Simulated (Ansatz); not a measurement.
Geometry optimisation in Ansatz: input, command and trajectory.

```yaml
crystal:
  lattice:
    - [2.9594600186, 0.0, 0.0]
    - [-1.4797300093, 2.5629675576, 0.0]
    - [0.0, 0.0, 3.1126593526]
  atoms:
    - { symbol: Ti, position: [0.0, 0.0, 0.0] }
    - { symbol: B, position: [0.3333333333, 0.6666666667, 0.5] }
    - { symbol: B, position: [0.6666666667, 0.3333333333, 0.5] }
basis:
  ecutwfc: 420
kpoints:
  mp_grid: { grid: [18, 18, 14] }
hamiltonian:
  xc: pbesol
scf:
  occupations: { method: gaussian, width: 0.1 }
output:
  forces: true
  stress: true
  eigenvalues: true
  write_density: true
  write_potential: true
  elf: true
  volumetric_format: npy
relax:
  adjacent_minimum: "off"
  f_tol: 0.01
  max_steps: 30
  cell: { stress_tol: 0.1, fix: [volume] }
```

```bash
ansatz run input.yaml --threads 1 --pin off --max-ram 2560MiB --backend cpu --events-out ev --progress --plain --runs-dir out
```

All numbers below come from Ansatz 0.2.0, DFT PBEsol, scalar-relativistic, plane waves, PAW.

The volume is held at 0.94 times that of the relaxed cell.

Of 3 frames 3 are shown, positions in Å and forces in eV/Å; the SCF threshold varies from step to step. Steps run on the plane waves of an earlier cell, with a Pulay correction in the pressure. The basis is chosen afresh for the last frame, the zero of the energies, and at times for earlier ones too; energy and pressure step there, also at an unchanged geometry.

```xyz
3
Lattice="2.9595 0.0000 0.0000 -1.4797 2.5630 0.0000 0.0000 0.0000 3.1127" Properties=species:S:1:pos:R:3:forces:R:3 pbc="T T T" step=1 free_energy_over_end_meV_per_atom=0.11 pressure_GPa=18.47
Ti    0.0000    0.0000    0.0000    0.0000    0.0000    0.0000
B     0.0000    1.7086    1.5563    0.0000    0.0000    0.0000
B     1.4797    0.8543    1.5563    0.0000    0.0000    0.0000
3
Lattice="2.9631 0.0000 0.0000 -1.4815 2.5661 0.0000 0.0000 0.0000 3.1051" Properties=species:S:1:pos:R:3:forces:R:3 pbc="T T T" step=2 free_energy_over_end_meV_per_atom=0.01 pressure_GPa=18.33
Ti    0.0000    0.0000    0.0000    0.0000    0.0000    0.0000
B     0.0000    1.7107    1.5525    0.0000    0.0000    0.0000
B     1.4815    0.8554    1.5525    0.0000    0.0000    0.0000
3
Lattice="2.9631 0.0000 0.0000 -1.4815 2.5661 0.0000 0.0000 0.0000 3.1051" Properties=species:S:1:pos:R:3:forces:R:3 pbc="T T T" step=3 free_energy_over_end_meV_per_atom=0.00 pressure_GPa=18.33
Ti    0.0000    0.0000    0.0000    0.0000    0.0000    0.0000
B     0.0000    1.7107    1.5525    0.0000    0.0000    0.0000
B     1.4815    0.8554    1.5525    0.0000    0.0000    0.0000
```

The run took 42 s on 1 thread of AMD EPYC (Zen 3), with other jobs on the host, peak memory 0.42 GiB.